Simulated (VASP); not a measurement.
**KF (Carobbiite): single point with r2SCAN**

KF (Carobbiite):

```xyz
2
Lattice="0.0000 2.6588 2.6588 2.6588 0.0000 2.6588 2.6588 2.6588 0.0000" Properties=species:S:1:pos:R:3 pbc="T T T"
K     0.0000    0.0000    0.0000
F     2.6588    2.6588    2.6588
```

```json
{
  "Program": "VASP 6.6.1",
  "Task": "single point",
  "Functional": "r2SCAN",
  "Potentials or basis": "VASP PAW PBE potentials, release 64 (K_sv, F)",
  "Cutoff": "520 eV",
  "k mesh": "8 × 8 × 8",
  "Occupations": "gaussian, width 0.02 eV",
  "Spin": "no spin polarisation"
}
```

```json
{"Pressure": "0.0 GPa", "Band gap on the k mesh": "6.91 eV, direct"}
```

Levels at points of the mesh, in eV from the valence-band top:
```tsv
k point	band 6	band 7	band 8	band 9	band 10	band 11
(0.00, 0.00, 0.00)	0.00	0.00	0.00	6.91	11.49	11.49
(0.50, 0.00, 0.00)	-0.78	-0.35	-0.35	9.74	11.36	12.99
(0.50, 0.50, 0.00)	-0.20	-0.05	-0.05	8.78	11.31	12.55
```

It took 2.5 min on 1 thread of AMD EPYC 7R43 64-Core Processor (Zen 3), on a shared host, peak memory 0.13 GiB.

Caveat: the PAW data sets were made with another functional, which shifts forces and pressure a little. r2SCAN opens gaps a little over a GGA but as a rule still falls short of measured ones.
